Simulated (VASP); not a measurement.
**MoS2: phonons with LDA**

The system is MoS2, a slab with vacuum.

```
CELL_PARAMETERS angstrom
3.16000 0.00000 0.00000
-1.58000 2.73664 0.00000
0.00000 0.00000 20.00000
ATOMIC_POSITIONS crystal
Mo 0.33333 0.66667 0.50000
S 0.66667 0.33333 0.57699
S 0.66667 0.33333 0.42301
```

```json
{
  "Program": "VASP 6.6.1",
  "Task": "phonons",
  "Functional": "LDA",
  "Potentials or basis": "VASP PAW LDA potentials, release 64 (Mo_sv, S)",
  "Cutoff": "600 eV",
  "k mesh": "12 × 12 × 1",
  "Occupations": "fermi-dirac, width 0.05 eV",
  "Spin": "no spin polarisation",
  "Further INCAR settings": "ALGO = Normal; EDIFF = 1e-08; IBRION = 6; POTIM = 0.015; NSW = 1"
}
```

```yaml
Highest_phonon_frequency_at_Γ_LO-TO_splitting_left_out: 472 cm⁻¹
```

Phonon frequencies in cm⁻¹ (negative: imaginary):
| q point | frequencies |
| --- | --- |
| (0.000, 0.000, 0.000) | 0 0 0 286 286 386 386 409 472 |

It took 8.2 min on 4 MPI ranks on Intel(R) Xeon(R) Platinum 8259CL CPU @ 2.50GHz (Skylake/Cascade Lake), with other jobs on the host, peak memory 0.59 GiB a rank.
